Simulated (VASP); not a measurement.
# MoS2 (R-3m) in VASP: further runs

The runs below take MoS2 through single point, with PBE.

Everything below comes from runs of VASP 6.6.1. Logs are shortened: lines on timing, memory, paths and dates and some standing lists are left out, and cuts for length are marked.

## (1) Starting point

Symmetry: R-3m, No. 166, trigonal system. Conventional cell: a = 3.193 Å, b = 3.193 Å, c = 18.232 Å, α = 90.00°, β = 90.00°, γ = 120.00°. Mo (site symmetry -3m) has 6 S at 2.42 Å as nearest neighbours. Around S (site symmetry 3m) lie 3 Mo at 2.42 Å.

The cell was built by a generator and needn't be a form met in nature.

## (2) Single point, PBE

The input, INCAR:

```
ALGO = Normal
EDIFF = 1E-7
ENCUT = 520
GGA = PE
ISIF = 2
ISMEAR = -1
LASPH = T
LCHARG = T
LELF = T
LREAL = F
LVHAR = T
LWAVE = F
NBANDS = 20
NELM = 100
PREC = Accurate
SIGMA = 0.02
```

The input, KPOINTS:

```
k-points
0
Gamma
  6 6 6
```

The input, POSCAR:

```
MoS2
1.0
    1.5965300489      0.9217570535      6.0772313985
   -1.5965300489      0.9217570535      6.0772313985
    0.0000000000     -1.8435141070      6.0772313985
Mo S
1 2
Direct
    0.0000000000      0.0000000000      0.0000000000
    0.2474267338      0.2474267338      0.2474267338
    0.7525732662      0.7525732662      0.7525732662
```

Potentials or basis: VASP PAW PBE potentials, release 64 (Mo_sv, S).

Started as:

```console
cat potpaw_PBE.64/Mo_sv/POTCAR potpaw_PBE.64/S/POTCAR > POTCAR
mpirun -np 1 vasp_std > vasp.out
```

OUTCAR:

```text
EDIFF = 1E-7
   ENCUT = 520
   GGA = PE
   ISIF = 2
   ISMEAR = -1
   LASPH = T
   LREAL = F
   NELM = 100
   PREC = Accurate

 ion  position               nearest neighbor table
   1  0.000  0.000  0.000-   3 2.42   2 2.42   3 2.42   3 2.42   2 2.42   2 2.42
   2  0.247  0.247  0.247-   1 2.42   1 2.42   1 2.42
   3  0.753  0.753  0.753-   1 2.42   1 2.42   1 2.42

  LATTYP: Found a trigonal (rhomboedric) cell.
 ALAT       =     6.3506917524
 COS(alpha) =     0.8736014411

  Lattice vectors:

 A1 = (   1.5965300489,   0.9217570535,   6.0772313985)
 A2 = (  -1.5965300489,   0.9217570535,   6.0772313985)
 A3 = (   0.0000000000,  -1.8435141070,   6.0772313985)

Analysis of symmetry for initial positions (statically):
=====================================================================
 Subroutine PRICEL returns:
 Original cell was already a primitive cell.

 Routine SETGRP: Setting up the symmetry group for a
 trigonal (rhombohedral) supercell.

 Subroutine GETGRP returns: Found 12 space group operations
 (whereof 12 operations were pure point group operations)
 out of a pool of 12 trial point group operations.

The static configuration has the point symmetry D_3d.

Analysis of symmetry for dynamics (positions and initial velocities):
=====================================================================
 Subroutine PRICEL returns:
 Original cell was already a primitive cell.

 Routine SETGRP: Setting up the symmetry group for a
 trigonal (rhombohedral) supercell.

 Subroutine GETGRP returns: Found 12 space group operations
 (whereof 12 operations were pure point group operations)
 out of a pool of 12 trial point group operations.

The dynamic configuration has the point symmetry D_3d.

 Subroutine INISYM returns: Found 12 space group operations
 (whereof 12 operations are pure point group operations),
 and found     1 'primitive' translations

----------------------------------------------------------------------------------------

                                     Primitive cell

  volume of cell :      53.6600

  direct lattice vectors                    reciprocal lattice vectors
     1.596530049  0.921757054  6.077231399     0.313179198  0.180814094  0.054849538
    -1.596530049  0.921757054  6.077231399    -0.313179198  0.180814094  0.054849538
     0.000000000 -1.843514107  6.077231399     0.000000000 -0.361628188  0.054849538

  length of vectors
     6.350691752  6.350691752  6.350691752     0.365764157  0.365764157  0.365764157

  position of ions in fractional coordinates (direct lattice)
     0.000000000  0.000000000  0.000000000
     0.247426734  0.247426734  0.247426734
     0.752573266  0.752573266  0.752573266

  ion indices of the primitive-cell ions
   primitive index   ion index
                 1           1
                 2           2
                 3           3

----------------------------------------------------------------------------------------

 KPOINTS: k-points

Automatic generation of k-mesh.
 Grid dimensions read from file:
 generate k-points for:    6    6    6

 Generating k-lattice:

  Cartesian coordinates                     Fractional coordinates (reciprocal lattice)
     0.052196533  0.030135682  0.009141590     0.166666667  0.000000000 -0.000000000
    -0.052196533  0.030135682  0.009141590     0.000000000  0.166666667 -0.000000000
     0.000000000 -0.060271365  0.009141590    -0.000000000 -0.000000000  0.166666667

  Length of vectors
     0.060960693  0.060960693  0.060960693

  Shift w.r.t. Gamma in fractional coordinates (k-lattice)
     0.000000000  0.000000000  0.000000000

 Subroutine IBZKPT returns following result:
 ===========================================

 Found     32 irreducible k-points:

 Following reciprocal coordinates:
            Coordinates               Weight
  0.000000  0.000000  0.000000      1.000000
  0.166667  0.000000 -0.000000      6.000000
  0.333333  0.000000 -0.000000      6.000000
  0.500000  0.000000 -0.000000      3.000000
  0.166667  0.166667 -0.000000      6.000000
  0.333333  0.166667 -0.000000     12.000000
[... 16 lines left out ...]
  0.500000  0.500000  0.166667      6.000000
 -0.333333  0.500000  0.166667     12.000000
 [... further k-points ...]
   k-points           NKPTS =     32   k-points in BZ     NKDIM =     32   number of bands    NBANDS=     20
   number of dos      NEDOS =    301   number of ions     NIONS =      3
   total plane-waves  NPLWV = 110592
   dimension x,y,z NGX =    48 NGY =   48 NGZ =   48
   dimension x,y,z NGXF=    96 NGYF=   96 NGZF=   96
   ions per type =               1   2
   NGX,Y,Z   is equivalent  to a cutoff of  12.57, 12.57, 12.57 a.u.
   NGXF,Y,Z  is equivalent  to a cutoff of  25.13, 25.13, 25.13 a.u.
 SYSTEM =  unknown system
   PREC   = accura    normal or accurate (medium, high low for compatibility)
   ISTART =      0    job   : 0-new  1-cont  2-samecut
   ICHARG =      2    charge: 1-file 2-atom 10-const
   ISPIN  =      1    spin polarized calculation?
   LNONCOLLINEAR =      F non collinear calculations
   LSORBIT =      F    spin-orbit coupling
   LASPH  =      T    aspherical Exc in radial PAW
   ENCUT  =  520.0 eV  38.22 Ry    6.18 a.u.  11.81 11.81 11.81*2*pi/ulx,y,z
   NELM   =    100;   NELMIN=  2; NELMDL= -5     # of ELM steps
   EDIFF  = 0.1E-06   stopping-criterion for ELM
   LREAL  =      F    real-space projection
   EDIFFG = 0.1E-05   stopping-criterion for IOM
   NSW    =      0    number of steps for IOM
   IBRION =     -1    ionic relax: 0-MD 1-quasi-New 2-CG
   NFREE  =      0    steps in history (QN), initial steepest desc. (CG)
   ISIF   =      2    stress and relaxation
   ISYM   =      2    0-nonsym 1-usesym 2-fastsym
   POTIM  = 0.5000    time-step for ionic-motion
   TEBEG  =    0.0;   TEEND  =   0.0 temperature during run
   PSTRESS=    0.0 pullay stress
   NELECT =      26.0000    total number of electrons
   NUPDOWN=      -1.0000    fix difference up-down
   EMIN   =  10.00;   EMAX   =-10.00  energy-range for DOS
   EFERMI =   0.00;   METHOD = LEGACY
   ISMEAR =    -1;   SIGMA  =   0.02  broadening in eV -4-tet -1-fermi 0-gaus
   EFERMI_NEDOS =   21; number of points for ismear=-14 and -15
   IALGO  =     38    algorithm
   IMIX   =      4    mixing-type and parameters
     AMIX     =   0.40;   BMIX     =  1.00
     AMIX_MAG =   1.60;   BMIX_MAG =  1.00
  volume/ion in A,a.u.               =      17.89       120.71
  Fermi-wavevector in a.u.,A,eV,Ry     =   1.285827  2.429860 22.495194  1.653350
  Thomas-Fermi vector in A             =   2.417938
   LORBIT       =      0    0 simple, 1 ext, 2 COOP (PROOUT), +10 PAW based schemes
   GGA     = PE    functional components
   LHFCALC =     F    Hartree Fock is set to
   AEXX    =    0.0000 exact exchange contribution
   IVDW    =     0    specifies the selected vdW correction
   LEPSILON=     F    determine dielectric tensor
   LRPA    =     F    only Hartree local field effects (RPA)
 non-spin polarized calculation
  energy-cutoff  :      520.00
  volume of cell :       53.66
 maximum number of plane-waves:      1460
   NGX = 23   NGY = 23   NGZ = 23

 number of electron      26.0000001 magnetization

 Free energy of the ion-electron system (eV)
  ---------------------------------------------------
  ext. energy  EPLUGINS =         0.00000000
  ---------------------------------------------------
  free energy    TOTEN  =       -21.02540146 eV

  energy without entropy =      -21.02396550  energy(sigma->0) =      -21.02468348

 E-fermi :   7.4818     XC(G=0): -10.8460

 val. band max:        7.4744593609   @ k =   0.0000   0.0000   0.0000
 cond. band min:       7.4883168037   @ k =  -0.3333   0.5000   0.3333
 fundamental gap:      0.0138574428
 Fermi energy:         7.4818055199

 k-point     1 :       0.0000    0.0000    0.0000
  band No.  band energies     occupation
      1     -54.1339      2.00000
      2     -28.1754      2.00000
      3     -28.1192      2.00000
      4     -28.1192      2.00000
      5      -7.3294      2.00000
      6      -5.7436      2.00000
[... 12 lines left out ...]
     19      14.2559      0.00000
     20      17.2481      0.00000

 k-point     2 :       0.1667    0.0000   -0.0000
  band No.  band energies     occupation
      1     -54.1249      2.00000
      2     -28.2102      2.00000
      3     -28.1574      2.00000
      4     -28.1400      2.00000
      5      -6.9070      2.00000
      6      -5.6587      2.00000
[... 12 lines left out ...]
     19      15.3302      0.00000
     20      16.7448      0.00000

 k-point     3 :       0.3333    0.0000   -0.0000
  band No.  band energies     occupation
      1     -54.1070      2.00000
      2     -28.3884      2.00000
      3     -28.1815      2.00000
      4     -28.1213      2.00000
      5      -5.9995      2.00000
      6      -5.3379      2.00000
[... 12 lines left out ...]
     19      14.9918      0.00000
     20      16.4452      0.00000

 k-point     4 :       0.5000    0.0000   -0.0000
  band No.  band energies     occupation
      1     -54.0980      2.00000
      2     -28.4756      2.00000
      3     -28.2021      2.00000
      4     -28.1031      2.00000
      5      -5.6942      2.00000
      6      -4.8215      2.00000
[... 12 lines left out ...]
     19      14.5798      0.00000
     20      14.9612      0.00000

 k-point     5 :       0.1667    0.1667   -0.0000
  band No.  band energies     occupation
      1     -54.1249      2.00000
      2     -28.2102      2.00000
      3     -28.1574      2.00000
      4     -28.1400      2.00000
      5      -6.8819      2.00000
      6      -5.6984      2.00000
[... 12 lines left out ...]
     19      15.3848      0.00000
     20      16.8039      0.00000
[... 353 lines left out ...]
      6      -5.0238      2.00000
[... 12 lines left out ...]
     19      14.7398      0.00000
     20      15.9992      0.00000

 k-point    22 :      -0.1667    0.3333    0.1667
  band No.  band energies     occupation
      1     -54.0980      2.00000
      2     -28.4301      2.00000
      3     -28.2494      2.00000
      4     -28.1032      2.00000
      5      -5.4338      2.00000
      6      -5.1590      2.00000
[... 12 lines left out ...]
     19      14.8974      0.00000
     20      16.2500      0.00000

 k-point    23 :       0.5000    0.5000    0.1667
  band No.  band energies     occupation
      1     -54.1069      2.00000
      2     -28.3884      2.00000
      3     -28.1815      2.00000
      4     -28.1213      2.00000
      5      -5.7696      2.00000
      6      -5.5943      2.00000
[... 12 lines left out ...]
     19      14.5504      0.00000
     20      16.3310      0.00000

 k-point    24 :      -0.3333    0.5000    0.1667
  band No.  band energies     occupation
      1     -54.0980      2.00000
      2     -28.4301      2.00000
      3     -28.2494      2.00000
      4     -28.1033      2.00000
      5      -5.4825      2.00000
      6      -5.0894      2.00000
[... 12 lines left out ...]
     19      14.4735      0.00000
     20      16.1276      0.00000

 [... further k-points ...]

------------------------ aborting loop because EDIFF is reached ----------------------------------------

  FORCE on cell =-STRESS in cart. coord.  units (eV):
  Direction    XX          YY          ZZ          XY          YZ          ZX
  --------------------------------------------------------------------------------------
  -------------------------------------------------------------------------------------
  Total        0.5014751      0.5014751      1.0943575      0.0000000     -0.0000000      0.0000000
  in kB       14.9730176     14.9730176     32.6752729      0.0000000     -0.0000000      0.0000000
  external PRESSURE =      20.8737694 kB  Pullay stress =       0.0000000 kB

 VOLUME and BASIS-vectors are now :
 -----------------------------------------------------------------------------
  energy-cutoff  :      520.00
  volume of cell :       53.66
      direct lattice vectors                 reciprocal lattice vectors
     1.596530049  0.921757054  6.077231399     0.313179198  0.180814094  0.054849538
    -1.596530049  0.921757054  6.077231399    -0.313179198  0.180814094  0.054849538
     0.000000000 -1.843514107  6.077231399     0.000000000 -0.361628188  0.054849538

 POSITION                                       TOTAL-FORCE (eV/Angst)
 -----------------------------------------------------------------------------------
      0.00000      0.00000      0.00000         0.000000      0.000000     -0.000000
      0.00000      0.00000      4.51101         0.000000     -0.000000     -0.099489
      0.00000      0.00000     13.72069         0.000000      0.000000      0.099489
 -----------------------------------------------------------------------------------
    total drift:                                0.000000      0.000000      0.000000

  FREE ENERGIE OF THE ION-ELECTRON SYSTEM (eV)
  ---------------------------------------------------
  free  energy   TOTEN  =       -21.0254014565 eV

  energy  without entropy=      -21.0239654966  energy(sigma->0) =      -21.02468348
```

Wall time 75 s (1 thread of Intel Xeon Platinum 8488C (Sapphire Rapids), shared host); peak memory 0.31 GiB.

What came out:

| Quantity | Value |
| --- | --- |
| Free energy | -21.0254 eV |
| Pressure | 2.1 GPa |
| Largest force | 0.099 eV/Å |
| Band gap on the k mesh | none (metal or under the smearing width) |

Forces on the atoms (eV/Å):
```
Mo   0.000  0.000  0.000
S    0.000  0.000 -0.099
S    0.000  0.000  0.099
```

Caveat: the k mesh is coarse (spacing up to 0.38 Å⁻¹), so the values aren't converged.

## (3) Single point, PBE

The input, INCAR:

```
PREC = Accurate
ENCUT = 520
EDIFF = 1E-7
ISMEAR = -1
SIGMA = 0.02
LREAL = F
LASPH = T
NELM = 100
ALGO = Fast
ISIF = 2
LWAVE = F
LCHARG = F
GGA = PE
NBANDS = 20
ISYM = 0
```

The input, KPOINTS:

```
Automatic mesh
0
Gamma
  6 6 6
  0 0 0.5
```

POSCAR is that of step 2.

Potentials or basis: VASP PAW PBE potentials, release 64 (Mo_sv, S).

Started as:

```console
cat potpaw_PBE.64/Mo_sv/POTCAR potpaw_PBE.64/S/POTCAR > POTCAR
mpirun -np 1 vasp_std > vasp.out
```

Wall time 15 min (1 thread of Intel Xeon Platinum 8488C (Sapphire Rapids), shared host); peak memory 0.56 GiB.

It converged, with:

```yaml
Free_energy: -20.9769 eV
Pressure: 2.0 GPa
Largest_force: 0.217 eV/Å
Band_gap_on_the_k_mesh: none (metal or under the smearing width)
```

Forces on the atoms (eV/Å):
```
Mo   0.000  0.000  0.000
S    0.000  0.000 -0.217
S    0.000  0.000  0.217
```

Stress tensor (GPa, compression positive):
```
1.02 0.00 0.00
0.00 1.02 0.00
0.00 0.00 3.94
```

Levels at points of the mesh, in eV from the Fermi level:
```csv
k point,band 10,band 11,band 12,band 13,band 14,band 15,band 16,band 17
"(0.00, 0.00, 0.08)",-1.66,-1.54,-1.33,-1.13,-0.06,0.17,2.85,3.08
```

Caveat: the k mesh is coarse (spacing up to 0.38 Å⁻¹), so the values aren't converged.
